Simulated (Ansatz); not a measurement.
# PtSe2 (Sudovikovite) (P-3m1) in Ansatz: relaxation of cell and atoms with LDA

Aim: the relaxation of cell and atoms of PtSe2 (Sudovikovite) with LDA.

All numbers are computed with Ansatz 0.2.0; they aren't measurements. Logs are shortened: lines on timing, memory, paths and dates and some standing lists are left out, and cuts for length are marked.

### 1 The crystal as given

It takes space group P-3m1 (No. 164, trigonal). Conventional cell: a = 3.724 Å, b = 3.724 Å, c = 5.062 Å, α = 90.00°, β = 90.00°, γ = 120.00°. Around Pt (site symmetry -3m) lie 6 Se at 2.49 Å. Se (site symmetry 3m) has 3 Pt at 2.49 Å as nearest neighbours.

### 2 Relaxation of cell and atoms, LDA

File input.yaml:

```yaml
crystal:
  lattice:
    - [3.724, 0.0, 0.0]
    - [-1.862, 3.2250786037, 0.0]
    - [0.0, 0.0, 5.062]
  atoms:
    - { symbol: Pt, position: [0.0, 0.0, 0.0] }
    - { symbol: Se, position: [0.6666666667, 0.3333333333, 0.75] }
    - { symbol: Se, position: [0.3333333333, 0.6666666667, 0.25] }
hamiltonian:
  xc: lda
  pseudopotentials: { kind: paw }
kpoints:
  mp_grid: { grid: [8, 8, 5] }
scf:
  occupations: { method: fermi_dirac, width: 0.05 }
output:
  forces: true
  stress: true
relax:
  f_tol: 0.01
  max_steps: 40
  cell: { stress_tol: 0.05 }
```

Potentials or basis: Ansatz PAW.

Launch:

```bash
$ ansatz run input.yaml --threads 2 --pin off --max-ram 5120MiB --backend cpu --events-out ev --progress --plain --runs-dir out
```

Log:

```text
Warning: RAYON_NUM_THREADS=2 ignored (pool sized by the plan → 2); use --threads N
Engine: ansatz 0.2.0, aarch64-unknown-linux-gnu
Pseudopotentials: kind: paw
Pseudopotential: Pt, paw, valence charge 18, recommended cutoff 420 eV (normal), Pt.paw.azcp
Pseudopotential: Se, paw, valence charge 16, recommended cutoff 420 eV (normal), Se.paw.azcp
Functional definition: SPW92
  exchange = slater_x
  correlation = pw_c
Crystal: 3 atoms, lattice volume = 60.796 Å³
Basis set: ecut = 420 eV, 1205 PW (Γ)
Bands: 30, of which v1, the nominal top of the filled ones, is band 25 counted from 1 (24 counted from 0)
Symmetry: 12 space group operations
Space group: P-3m1 (ITA 164), of the structure as read, at distance tolerance 3.9e-5 Å
k-points: 40 of 320
Non-local potential: Pt, projectors of the file, l = 0: 3, l = 1: 2, l = 2: 2, l = 3: 1
Non-local potential: Se, projectors of the file, l = 0: 2, l = 1: 2, l = 2: 3, l = 3: 1
PAW form: soft (Blöchl's): semilocal exchange-correlation on the pseudo side does not see the compensation charge
PAW frozen core: Pt, regenerated for the run's functional, and the local potential with it (the file was generated under x = pbe(κ = 0.804, μ = 0.2195149727645171), c = pbe(β = 0.06672455060314922))
PAW frozen core: Se, regenerated for the run's functional, and the local potential with it (the file was generated under x = pbe(κ = 0.804, μ = 0.2195149727645171), c = pbe(β = 0.06672455060314922))
PAW one-centre angular grid: Pt, 590 points (default); XC on 64 Gauss nodes
PAW one-centre angular grid: Se, 590 points (default); XC on 64 Gauss nodes
Initial density: superposition of atomic densities (neutral atoms: chi_scale 0, normalization atom), corrected by the library's trained network
Initial wavefunctions: pseudopotential atomic-orbital guess
Functional: x = slater, c = lda
SCF iter   1: F=—  HF=-23012.750258 eV  |F-HF|=—  |Δ(HF+E_count)|=         —  Δρ=5.17e-3  dr2=7.84e-3  ethr=1.77e-3  ⟨swp⟩=5.9  Hψ=4681  notcnv=0
preconditioner: auto → LDOS  [insulator: Δε(μ)=0.148 eV  Ē_g=10.124 eV  σ=0.050 eV  W_gap=0.50  n_scr=22 (ndim 8)  ℏωp=22.3 eV  f_vac=0.035  D(μ)=0.72/eV (n_scr^D=2)  ε∞_Penn≈5.9  β→1.0]
SCF iter   2: F=—  HF=-23012.750519 eV  |F-HF|=—  |Δ(HF+E_count)|=   2.60e-4  Δρ=1.91e-3  dr2=3.11e-3  ethr=1.57e-5  ⟨swp⟩=2.0  Hψ=2553  notcnv=0  defer=5
SCF iter   3: F=—  HF=-23012.749572 eV  |F-HF|=—  |Δ(HF+E_count)|=   9.47e-4  Δρ=5.06e-4  dr2=2.26e-4  ethr=6.22e-6  ⟨swp⟩=2.5  Hψ=2137  notcnv=0  defer=5
SCF iter   4: F=—  HF=-23012.749488 eV  |F-HF|=—  |Δ(HF+E_count)|=   8.37e-5  Δρ=8.62e-5  dr2=6.14e-6  ethr=4.51e-7  ⟨swp⟩=2.8  Hψ=2202  notcnv=0  defer=5
SCF iter   5: F=—  HF=-23012.749484 eV  |F-HF|=—  |Δ(HF+E_count)|=   4.15e-6  Δρ=2.40e-5  dr2=3.27e-7  ethr=1.23e-8  ⟨swp⟩=2.0  Hψ=1525  notcnv=0  defer=5
SCF iter   6: F=-23012.749484 eV  HF=-23012.749484 eV  |F-HF|=1.73e-9  |Δ(HF+E_count)|=   4.29e-8  Δρ=4.42e-6  dr2=8.16e-9  ethr=2.00e-10  ⟨swp⟩=4.0  Hψ=4237  notcnv=0
SCF 1 converged in 6 iterations: F = -23012.749484 eV  dr2 = 8.16e-9
[... 51 lines left out ...]
iter 1 solved again at ethr=8.95e-8 eV; its pass at ethr=3.10e-3 eV (dr2=4.47e-5 eV) is discarded
SCF iter   1: F=—  HF=-23012.785042 eV  |F-HF|=—  |Δ(HF+E_count)|=         —  Δρ=2.01e-4  dr2=1.45e-6  ethr=8.95e-8  ⟨swp⟩=3.0  Hψ=7581  notcnv=0
preconditioner: auto → Resta (q_TF=auto, 2.664 Å⁻¹)  ε∞=6.0  [insulator: Δε(μ)=0.197 eV  Ē_g=10.231 eV  σ=0.050 eV  W_gap=0.75  n_scr=22 (ndim 8)  ℏωp=22.9 eV  f_vac=0.015  D(μ)=0.36/eV (n_scr^D=0)  ε∞_Penn≈6.0]
SCF iter   2: F=—  HF=-23012.785053 eV  |F-HF|=—  |Δ(HF+E_count)|=   1.18e-5  Δρ=1.03e-4  dr2=4.59e-7  ethr=2.90e-9  ⟨swp⟩=2.2  Hψ=2190  notcnv=0
SCF iter   3: F=—  HF=-23012.785057 eV  |F-HF|=—  |Δ(HF+E_count)|=   3.27e-6  Δρ=1.06e-5  dr2=2.88e-8  ethr=9.18e-10  ⟨swp⟩=2.2  Hψ=2207  notcnv=0
SCF iter   4: F=—  HF=-23012.785057 eV  |F-HF|=—  |Δ(HF+E_count)|=   1.13e-8  Δρ=3.50e-6  dr2=7.44e-9  ethr=5.75e-11  ⟨swp⟩=2.0  Hψ=2037  notcnv=0
SCF iter   5: F=—  HF=-23012.785057 eV  |F-HF|=—  |Δ(HF+E_count)|=  1.09e-10  Δρ=1.59e-6  dr2=1.18e-9  ethr=1.49e-11  ⟨swp⟩=2.0  Hψ=1363  notcnv=0
SCF iter   6: F=—  HF=-23012.785057 eV  |F-HF|=—  |Δ(HF+E_count)|=  2.87e-10  Δρ=3.11e-7  dr2=4.33e-11  ethr=2.36e-12  ⟨swp⟩=2.7  Hψ=2074  notcnv=0
SCF iter   7: F=-23012.785057 eV  HF=-23012.785057 eV  |F-HF|=0.00e0  |Δ(HF+E_count)|=  1.09e-11  Δρ=4.70e-8  dr2=1.45e-12  ethr=1.00e-12  ⟨swp⟩=5.0  Hψ=4852  notcnv=0
SCF 6 converged in 7 iterations: F = -23012.785057 eV  dr2 = 1.45e-12
relax step   6: F+E_penalty+E_count = -23012.78505678 eV  Δ(F+E_penalty+E_count) = +7.293e-4 eV  max|allowed force component| = 5.758e-3 eV/Å  Δτ_max = 0.0000 Å  P = +0.025 GPa  Ω = 57.648 Å³  stress off target by 2.96e-2 GPa  SCF on the basis re-selected at this cell (its energy is not comparable with the rows above)  (7 SCF iters)
basis re-selected at this cell: Δ(F+E_penalty+E_count) = +7.293e-4 eV, ΔP = -0.001 GPa vs the last step (what re-selecting the basis moved, of the pressure what is left beyond the Pulay correction that the steps carried, after the strain that the cell walked since its last selection, with what the two solves' SCF thresholds leave and, on support functions, any second-order correction that the steps lacked; it is no measure of the basis error at this ecutwfc). The dense FFT grid was sized anew with the basis: this SCF ran on 25×25×32 points, the steps before it on 25×25×36, so part of this shift can come from that change (see relax.cell in the input reference). This SCF's stress stands 2.96e-2 GPa from its target on what of the cell is left free (relax.cell.stress_tol is 5.00e-2 GPa) and its largest allowed force component is 5.76e-3 eV/Å (relax.f_tol is 1.00e-2 eV/Å): within both
SCF converged after 7 iterations
Free energy (F): -23012.785057 eV
Harris-Foulkes:  -23012.785057 eV  (|F-HF|=0.00e0)
Internal energy: -23012.781339 eV  (E = F + TS)
E sigma→0 (E₀):  -23012.783198 eV
Entropy (-TS):   -0.003718 eV (-1.239 meV/atom)
Fermi energy:    13.984824 eV
--- Per-component energies (eV) ---
  E_band       = -930.285996
  E_kinetic    = 877.999383
  E_local      = -6401.149994  (includes V_loc(G=0)·N_el)
  E_nonlocal   = -969.400829
  E_hartree    = 2967.704410
  E_xc         = -468.933529
  E_vxc        = -501.512293  (∫ρ·V_xc dr)
  E_paw        = -12833.422683  (= ΣΔE_a)
  E_vpaw       = 128.369988  (= ΣTr[D̂ρ^β])
  E_aug_tail   = -0.001052  (compensation charges beyond the density's cutoff)
  E_ewald      = -6190.475639
  E_core_change = 4.898594  (= ΣΔE_core)
  E_smearing   = -0.003718  (= −TS)
  E_closure    = -0.000000  (closes the sum)
  Σ components = -23012.785057   (vs F -23012.785057, Δ=0.00e0)
--- Forces (eV/Å), atoms counted from 1 ---
  atom   1  Pt     0.00000000    -0.00000000     0.00000000
  atom   2  Se    -0.00000000    -0.00000000    -0.00575802
  atom   3  Se     0.00000000     0.00000000     0.00575802
  max |Σ_I F_I| component: 5.25e-31 eV/Å
--- Stress (GPa, compression-positive) ---
        0.029636      -0.000000      -0.000000
        0.000000       0.029636       0.000000
        0.000000       0.000000       0.016497
  P = ⅓ Tr σ = 0.0253 GPa (0.253 kbar)
--- Relaxed structure (5 steps of the walk, 5 accepted, 1 SCFs on fresh bases) ---
  F+E_penalty+E_count = -23012.78505678 eV   max|allowed force component| = 5.758e-3 eV/Å   (the final SCF, on the basis selected at the relaxed cell)
  cell:  # Å, volume = 57.6477 Å³
    - [3.7383356591106502, -6.809620146942875e-33, 0.0]
    - [-1.8691678295553251, 3.2374936486630665, -2.653786816818683e-32]
    - [4.628127978489361e-33, -3.7025023827914883e-32, 4.763151526637886]
  atoms:
    - { symbol: Pt, position: [2.521864440236003e-34, 3.317627914521923e-35, -4.121738653535175e-35] }
    - { symbol: Se, position: [0.6666666666666666, 0.3333333333333333, 0.7346320297002659] }
    - { symbol: Se, position: [0.3333333333333333, 0.6666666666666666, 0.26536797029973413] }
```

Run time: 11 s. Hardware: 2 threads of Arm Neoverse V1, shared host; peak memory 0.37 GiB.

What came out:

| Property | Result |
| --- | --- |
| Free energy | -23012.7851 eV |
| Relaxed volume | 19.22 Å³/atom |
| Relaxed cell | a = 3.738 Å, b = 3.738 Å, c = 4.763 Å, α = 90.00°, β = 90.00°, γ = 120.00° |
| Space group after relaxing (to 0.05 Å) | P-3m1 (No. 164) |
| Energy gained by relaxing | 11.9 meV/atom |
| Ionic steps | 6 |
| Pressure after relaxing | 0.0 GPa |
| Largest force after relaxing | 0.006 eV/Å |

Forces on the atoms (eV/Å):
```
Pt   0.000  0.000  0.000
Se   0.000  0.000 -0.006
Se   0.000  0.000  0.006
```

The path:
```
step  energy change (eV)  largest force (eV/Å)  volume (Å³)
   1              0.0000                0.1963        60.80
   2             -0.0115                0.2953        56.57
   3             -0.0322                0.0494        58.45
   4             -0.0332                0.1895        57.47
   5             -0.0363                0.0056        57.65
   6             -0.0356                0.0058        57.65
```

Final structure:
```yaml
crystal:
  lattice:
    - [3.73834, 0.00000, 0.00000]
    - [-1.86917, 3.23749, 0.00000]
    - [0.00000, 0.00000, 4.76315]
  atoms:
    - { symbol: Pt, position: [0.00000, 0.00000, 0.00000] }
    - { symbol: Se, position: [0.66667, 0.33333, 0.73463] }
    - { symbol: Se, position: [0.33333, 0.66667, 0.26537] }
```

Caveat: the plane-wave basis is chosen anew once the cell has moved, so the energies of steps on either side of that aren't comparable; the PAW data sets come from PBE, with cores solved anew for the run's functional, which leaves a small shift of forces and pressure. Zero-point motion and thermal expansion aren't in these numbers.
